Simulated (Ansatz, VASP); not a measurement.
# Cross-check of SiC between VASP and Ansatz, part 2 of 2

One calculation is typed for both programs; each brings its own data sets. How far apart do they land? The cell is taken from a series of runs on this material, whose earlier steps may have relaxed, scaled, displaced or heated it; both programs get it as it stands.

VASP 6.6.1 and Ansatz 0.2.0.

So far: The structure; Ansatz: relaxation of cell and atoms, PBEsol, pair 1; VASP: relaxation of cell and atoms, PBEsol, pair 1; Differences.

**5. VASP: relaxation of cell and atoms, PBEsol, pair 2**

Level of this step: PBEsol; plane waves and PAW (Si, C) (VASP).

The relaxed volume is the usual yardstick between codes: in a stiff, nearly cubic crystal its relative difference is about their pressure difference at one cell divided by the bulk modulus. This pair takes another cell of the material, with 8 atoms against 4 for the pair before.

Contents of INCAR:

```
SYSTEM = SiC
PREC = Accurate
ENCUT = 600
EDIFF = 1E-07
NELM = 120
ISMEAR = -1
SIGMA = 0.02
LREAL = .FALSE.
ALGO = Normal
GGA = PS
NBANDS = 24
LORBIT = 11
LWAVE = .FALSE.
LCHARG = .FALSE.
ISIF = 3
IBRION = 2
NSW = 80
EDIFFG = -0.005
LASPH = .TRUE.
GGA_COMPAT = .FALSE.
NELMIN = 4
EFERMI = MIDGAP
KPAR = 4
```

Contents of POSCAR:

```
SiC
1.0
    3.0800000000      0.0000000000      0.0000000000
   -1.5400000000      2.6673582400      0.0000000000
    0.0000000000      0.0000000000     10.0800000000
Si C
4 4
Direct
    0.6666666567      0.3333333233      0.0000000000
    0.9999999900      0.9999999900      0.2500000000
    0.3333333233      0.6666666567      0.5000000000
    0.9999999900      0.9999999900      0.7500000000
    0.6666666567      0.3333333233      0.1875000000
    0.9999999900      0.9999999900      0.4375000000
    0.3333333233      0.6666666567      0.6875000000
    0.9999999900      0.9999999900      0.9375000000
```

Contents of KPOINTS:

```
Automatic mesh
0
Gamma
11 11 3
0 0 0
```

Potentials, in the order of the species: Si and C (PBE family, release 64).

Run with:

```bash
$ mpirun -np 4 vasp_std
```

Numbers of over 12 decimals in the logs are rounded to 6 here.

The program printed:

```text
[banner, memory and clock lines left out]
running    4 mpi-ranks, on    1 nodes
[...]
[... a notice as in an earlier step ...]

 LDA part: xc-table for (Slater+PW92), standard interpolation
 POSCAR, INCAR and KPOINTS ok, starting setup
[...]
entering main loop
       N       E                     dE             d eps       ncg     rms          rms(c)
DAV:   1     0.809285676966E+02    0.80929E+02   -0.15771E+04  1536   0.134E+03
DAV:   2    -0.634780276191E+02   -0.14441E+03   -0.13413E+03  2104   0.211E+02
DAV:   3    -0.707512412964E+02   -0.72732E+01   -0.72183E+01  2040   0.452E+01
DAV:   4    -0.708518752976E+02   -0.10063E+00   -0.10054E+00  2000   0.621E+00
[...]
DAV:  12    -0.636752943783E+02   -0.25025E-06   -0.44307E-06  1984   0.114E-02    0.521E-03
DAV:  13    -0.636752948172E+02   -0.43892E-06   -0.63005E-07  2024   0.380E-03    0.253E-03
DAV:  14    -0.636752947691E+02    0.48134E-07   -0.36701E-08  1456   0.120E-03
   1 F= -.63675295E+02 E0= -.63675295E+02  d E =-.636753E+02
[... from here on, the cycles between the ionic steps are left out ...]
   2 F= -.63675648E+02 E0= -.63675648E+02  d E =-.353375E-03
   3 F= -.63676163E+02 E0= -.63676163E+02  d E =-.867906E-03
   4 F= -.63676188E+02 E0= -.63676188E+02  d E =-.258226E-04
   5 F= -.63676215E+02 E0= -.63676215E+02  d E =-.518375E-04
[...]
reached required accuracy - stopping structural energy minimisation
```

OUTCAR, selected parts (step 5):

```text
  Total        0.0079415      0.0079415     -0.0052437      0.0000000      0.0000000      0.0000000
  in kB        0.1537555      0.1537555     -0.1015225      0.0000000      0.0000000      0.0000000
  external PRESSURE =       0.0686628 kB  Pullay stress =       0.0000000 kB

 POSITION                                       TOTAL-FORCE (eV/Angst)
 -----------------------------------------------------------------------------------
      1.53947      0.88881     10.07893        -0.000000      0.000000     -0.001883
      1.53947      2.66644      2.51841         0.000000      0.000000     -0.000855
     -0.00000      1.77763      5.03905        -0.000000      0.000000     -0.001883
      1.53947      2.66644      7.55829         0.000000      0.000000     -0.000855
      1.53947      0.88881      1.89439         0.000000     -0.000000      0.000391
      1.53947      2.66644      4.40780         0.000000      0.000000      0.002346
     -0.00000      1.77763      6.93427        -0.000000      0.000000      0.000391
      1.53947      2.66644      9.44767        -0.000000     -0.000000      0.002346
 -----------------------------------------------------------------------------------
    total drift:                                0.000019      0.000033     -0.000163

  FREE ENERGIE OF THE ION-ELECTRON SYSTEM (eV)
  ---------------------------------------------------
  free  energy   TOTEN  =       -63.6762145126 eV

  energy  without entropy=      -63.6762145126  energy(sigma->0) =      -63.67621451

[... 1 part as in an earlier step ...]

[... 3 further parts left out ...]
[key lines of the parts left out:]
E-fermi :   9.2182
```

**6. Ansatz: relaxation of cell and atoms, PBEsol, pair 2**

The same cell, functional, mesh and smearing now go to Ansatz.

The cell is taken from a series of runs on this material, whose earlier steps may have relaxed, scaled, displaced or heated it; both programs get it as it stands.

Contents of input.yaml:

```yaml
crystal:
  lattice:
    - [3.08, 0.0, 0.0]
    - [-1.54, 2.66735824, 0.0]
    - [0.0, 0.0, 10.08]
  atoms:
    - { symbol: Si, position: [0.66666667, 0.33333333, 0.0] }
    - { symbol: Si, position: [0.0, 0.0, 0.25] }
    - { symbol: Si, position: [0.33333333, 0.66666667, 0.5] }
    - { symbol: Si, position: [0.0, 0.0, 0.75] }
    - { symbol: C, position: [0.66666667, 0.33333333, 0.1875] }
    - { symbol: C, position: [0.0, 0.0, 0.4375] }
    - { symbol: C, position: [0.33333333, 0.66666667, 0.6875] }
    - { symbol: C, position: [0.0, 0.0, 0.9375] }
kpoints:
  mp_grid: { grid: [11, 11, 3] }
scf:
  occupations: { method: fermi_dirac, width: 0.02 }
hamiltonian:
  xc: pbesol
  pseudopotentials: { kind: paw, azcp: { folder: soft_1 }, xc_functional: pbe }
basis:
  ecutwfc: 600
output:
  forces: true
  stress: true
relax:
  f_tol: 0.005
  max_steps: 70
  cell: { stress_tol: 0.02, p_target: 0 }
```

Run with:

```bash
$ ansatz run input.yaml --threads 4 --pin off --max-ram 10240MiB --backend cpu --events-out ev --progress --plain --runs-dir out
```

The program printed:

```text
[...]
Crystal: 8 atoms, lattice volume = 82.812 Å³
Basis set: ecut = 600 eV, 2765 PW (Γ), exchange–correlation on 50×50×162 points (8 copies of the dense FFT grid, shifted against one another)
Bands: 24, of which v1, the nominal top of the filled ones, is band 16 counted from 1 (15 counted from 0)
Symmetry: 12 space group operations
[...]
k-points: 32 of 363 (time reversal used)
[...]
- [0.0, 0, 10.075818]
  atoms:
    - { symbol: Si, position: [0.666667, 0.333333, -8.827788429753842e-5] }
    - { symbol: Si, position: [0, 0, 0.249840] }
    - { symbol: Si, position: [0.333333, 0.666667, 0.499912] }
    - { symbol: Si, position: [0, 0, 0.749840] }
    - { symbol: C, position: [0.666667, 0.333333, 0.187944] }
    - { symbol: C, position: [0, 0, 0.437304] }
    - { symbol: C, position: [0.333333, 0.666667, 0.687944] }
    - { symbol: C, position: [0, 0, 0.937304] }
[key lines of the parts left out:]
SCF converged after 8 iterations
Free energy (F): -3474.858390 eV
Fermi energy:    10.589169 eV
P = ⅓ Tr σ = 0.0027 GPa (0.027 kbar)
```

**7. Side by side**

The two programs side by side:

| quantity | Ansatz | VASP | difference |
| --- | --- | --- | --- |
| volume (Å³) | 82.67 | 82.75 | -0.10 % |
| edge a after relaxation, in the typed setting (Å) | 3.078 | 3.079 | -0.03 % |
| edge c after relaxation, in the typed setting (Å) | 10.076 | 10.080 | -0.04 % |

**8. VASP: relaxation of cell and atoms, PBEsol, pair 3**

The relaxed volume is the usual yardstick between codes: in a stiff, nearly cubic crystal its relative difference is about their pressure difference at one cell divided by the bulk modulus. This pair takes another cell of the material, with 12 atoms against 8 for the pair before.

INCAR, as its differences from that of step 5:

```diff
@@ -10,3 +10,3 @@
 GGA = PS
-NBANDS = 24
+NBANDS = 36
 LORBIT = 11
```

Contents of POSCAR:

```
SiC
1.0
    3.0800000000      0.0000000000      0.0000000000
   -1.5400000000      2.6673582400      0.0000000000
    0.0000000000      0.0000000000     15.1200000000
Si C
6 6
Direct
    0.0000000000      0.0000000000      0.0000000000
    0.3333333333      0.6666666667      0.1666666700
    0.6666666667      0.3333333333      0.3333333300
    0.0000000000      0.0000000000      0.5000000000
    0.6666666667      0.3333333333      0.6666666700
    0.3333333333      0.6666666667      0.8333333300
    0.0000000000      0.0000000000      0.1250000000
    0.3333333333      0.6666666667      0.2916666700
    0.6666666667      0.3333333333      0.4583333300
    0.0000000000      0.0000000000      0.6250000000
    0.6666666667      0.3333333333      0.7916666700
    0.3333333333      0.6666666667      0.9583333300
```

Contents of KPOINTS:

```
Automatic mesh
0
Gamma
11 11 2
0 0 0
```

Run with:

```bash
$ mpirun -np 4 vasp_std
```

The program printed:

```text
[banner, memory and clock lines left out]
running    4 mpi-ranks, on    1 nodes
[...]
[... a notice as in an earlier step ...]

 LDA part: xc-table for (Slater+PW92), standard interpolation
 POSCAR, INCAR and KPOINTS ok, starting setup
[...]
entering main loop
       N       E                     dE             d eps       ncg     rms          rms(c)
DAV:   1     0.134462958223E+03    0.13446E+03   -0.23652E+04  2304   0.134E+03
DAV:   2    -0.931703672911E+02   -0.22763E+03   -0.21265E+03  2988   0.221E+02
DAV:   3    -0.106073405123E+03   -0.12903E+02   -0.12799E+02  3048   0.492E+01
DAV:   4    -0.106272882458E+03   -0.19948E+00   -0.19907E+00  2936   0.695E+00
[...]
DAV:  12    -0.955111865724E+02    0.70145E-06   -0.79648E-06  2872   0.130E-02    0.770E-03
DAV:  13    -0.955111871731E+02   -0.60069E-06   -0.15321E-06  2920   0.520E-03    0.265E-03
DAV:  14    -0.955111871752E+02   -0.20655E-08   -0.13789E-07  1940   0.210E-03
   1 F= -.95511187E+02 E0= -.95511187E+02  d E =-.955112E+02
[... from here on, the cycles between the ionic steps are left out ...]
   2 F= -.95511706E+02 E0= -.95511706E+02  d E =-.518697E-03
   3 F= -.95511886E+02 E0= -.95511886E+02  d E =-.699266E-03
   4 F= -.95512000E+02 E0= -.95512000E+02  d E =-.113992E-03
   5 F= -.95512014E+02 E0= -.95512014E+02  d E =-.127607E-03
[...]
reached required accuracy - stopping structural energy minimisation
```

From OUTCAR (step 8):

```text
  Total       -0.0036101     -0.0036101      0.0329453      0.0000000      0.0000000      0.0000000
  in kB       -0.0465945     -0.0465945      0.4252170      0.0000000      0.0000000      0.0000000
  external PRESSURE =       0.1106760 kB  Pullay stress =       0.0000000 kB

 POSITION                                       TOTAL-FORCE (eV/Angst)
 -----------------------------------------------------------------------------------
      0.00000     -0.00000     15.10987        -0.000000     -0.000000      0.000515
     -0.00000      1.77821      2.51864        -0.000000     -0.000000      0.001714
      1.53997      0.88910      5.03456        -0.000000     -0.000000     -0.001196
     -0.00000     -0.00000      7.55463        -0.000000     -0.000000      0.000515
      1.53997      0.88910     10.07388        -0.000000      0.000000      0.001714
     -0.00000      1.77821     12.58979         0.000000      0.000000     -0.001196
      0.00000      0.00000      1.89350         0.000000      0.000000      0.001254
     -0.00000      1.77821      4.40752        -0.000000      0.000000     -0.001045
      1.53997      0.88910      6.92329         0.000000      0.000000     -0.001242
     -0.00000     -0.00000      9.44873        -0.000000     -0.000000      0.001254
      1.53997      0.88910     11.96275         0.000000     -0.000000     -0.001045
     -0.00000      1.77821     14.47852        -0.000000      0.000000     -0.001242
 -----------------------------------------------------------------------------------
    total drift:                               -0.000000     -0.000000     -0.000477

  FREE ENERGIE OF THE ION-ELECTRON SYSTEM (eV)
  ---------------------------------------------------
  free  energy   TOTEN  =       -95.5120140483 eV

  energy  without entropy=      -95.5120140483  energy(sigma->0) =      -95.51201405

[... 1 part as in an earlier step ...]

[... 3 further parts left out ...]
[key lines of the parts left out:]
E-fermi :   9.0872
```

**9. Ansatz: relaxation of cell and atoms, PBEsol, pair 3**

The same cell, functional, mesh and smearing now go to Ansatz.

The cell is taken from a series of runs on this material, whose earlier steps may have relaxed, scaled, displaced or heated it; both programs get it as it stands.

input.yaml, the sections that differ from step 6:

```yaml
crystal:
  lattice:
    - [3.08, 0.0, 0.0]
    - [-1.54, 2.66735824, 0.0]
    - [0.0, 0.0, 15.12]
  atoms:
    - { symbol: Si, position: [0.0, 0.0, 0.0] }
    - { symbol: Si, position: [0.33333333, 0.66666667, 0.16666667] }
    - { symbol: Si, position: [0.66666667, 0.33333333, 0.33333333] }
    - { symbol: Si, position: [0.0, 0.0, 0.5] }
    - { symbol: Si, position: [0.66666667, 0.33333333, 0.66666667] }
    - { symbol: Si, position: [0.33333333, 0.66666667, 0.83333333] }
    - { symbol: C, position: [0.0, 0.0, 0.125] }
    - { symbol: C, position: [0.33333333, 0.66666667, 0.29166667] }
    - { symbol: C, position: [0.66666667, 0.33333333, 0.45833333] }
    - { symbol: C, position: [0.0, 0.0, 0.625] }
    - { symbol: C, position: [0.66666667, 0.33333333, 0.79166667] }
    - { symbol: C, position: [0.33333333, 0.66666667, 0.95833333] }
kpoints:
  mp_grid: { grid: [11, 11, 2] }
output:
  forces: true
  stress: true
  write_density: true
  write_potential: true
  elf: true
  volumetric_format: npy
# scf, hamiltonian, basis, relax: as in step 6
```

Run with:

```bash
$ ansatz run input.yaml --threads 4 --pin off --max-ram 10240MiB --backend cpu --events-out ev --progress --plain --runs-dir out
```

The program printed:

```text
[...]
Crystal: 12 atoms, lattice volume = 124.218 Å³
Basis set: ecut = 600 eV, 4141 PW (Γ), exchange–correlation on 50×50×250 points (8 copies of the dense FFT grid, shifted against one another)
Bands: 36, of which v1, the nominal top of the filled ones, is band 24 counted from 1 (23 counted from 0)
Symmetry: 12 space group operations
[...]
k-points: 32 of 242
[...]
- { symbol: Si, position: [0.666667, 0.333333, 0.666688] }
    - { symbol: Si, position: [0.333333, 0.666667, 0.833182] }
    - { symbol: C, position: [0, 0, 0.125313] }
    - { symbol: C, position: [0.333333, 0.666667, 0.291680] }
    - { symbol: C, position: [0.666667, 0.333333, 0.458170] }
    - { symbol: C, position: [0, 0, 0.625313] }
    - { symbol: C, position: [0.666667, 0.333333, 0.791680] }
    - { symbol: C, position: [0.333333, 0.666667, 0.958170] }
[key lines of the parts left out:]
SCF converged after 8 iterations
Free energy (F): -5212.285099 eV
Fermi energy:    10.457607 eV
P = ⅓ Tr σ = 0.0047 GPa (0.047 kbar)
```

**10. Side by side**

Compared:

| quantity | Ansatz | VASP | difference |
| --- | --- | --- | --- |
| volume (Å³) | 124.01 | 124.13 | -0.10 % |
| edge a after relaxation, in the typed setting (Å) | 3.079 | 3.080 | -0.03 % |
| edge c after relaxation, in the typed setting (Å) | 15.106 | 15.111 | -0.03 % |

**11. What came out**

* difference in volume (relaxation of cell and atoms, PBEsol, pair 1): -0.10 %
* difference in volume (relaxation of cell and atoms, PBEsol, pair 2): -0.099 %
* difference in volume (relaxation of cell and atoms, PBEsol, pair 3): -0.098 %

What this shows: The difference in volume is -0.10 % (relaxation of cell and atoms, PBEsol, pair 1), within the 1.2 % picked in this series as the mark of a large difference, as far as the stopping tolerances let one tell. 2 further runs of this series are not shown here. How closely two codes agree says nothing of how well the functional describes the real material.

[Lines on the potential files, build, host, timing and source positions are cut from VASP's logs without a mark.]

[Logs are printed without paths, hosts, clocks, repeated set-up lines and the standing remarks that a program may print on its own settings, such as how far it seeks lower states.]

[Hosts, paths, dates, database ids (printed as entryN), source tags and the programs' standing remarks are cut or masked in the printed files.]
